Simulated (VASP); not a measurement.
# La: single point with RPBE

Crystal: La.

```xyz
1
Lattice="-2.1238 2.1238 2.1238 2.1238 -2.1238 2.1238 2.1238 2.1238 -2.1238" Properties=species:S:1:pos:R:3 pbc="T T T"
La    0.0000    0.0000    0.0000
```

This isn't the form of La at room conditions, which is double hcp.

```json
{"Program": "VASP 6.6.1", "Task": "single point", "Functional": "RPBE", "Potentials or basis": "VASP PAW PBE potentials, release 54 (La)", "Cutoff": "520 eV", "k mesh": "9 × 9 × 9", "Occupations": "gaussian, width 0.1 eV", "Spin": "no spin polarisation", "Further INCAR settings": "ALGO = Normal; EDIFF = 1e-07"}
```

```
Pressure               : 0.7 GPa
Band gap on the k mesh : none (metal or under the smearing width)
```

Levels at points of the mesh, in eV from the Fermi level:
```
           k point  band 4  band 5  band 6  band 7  band 8  band 9
(0.00, 0.00, 0.00)  -16.02   -3.19    1.46    1.46    1.46    1.47
```

Wall time 23 s on 1 thread of AMD EPYC 7R43 64-Core Processor (Zen 3) (shared host), peak memory 0.13 GiB.

Caveat: the PAW data sets were made with another functional, which shifts forces and pressure a little. The run has no spin-orbit coupling, so splittings on La are missing.
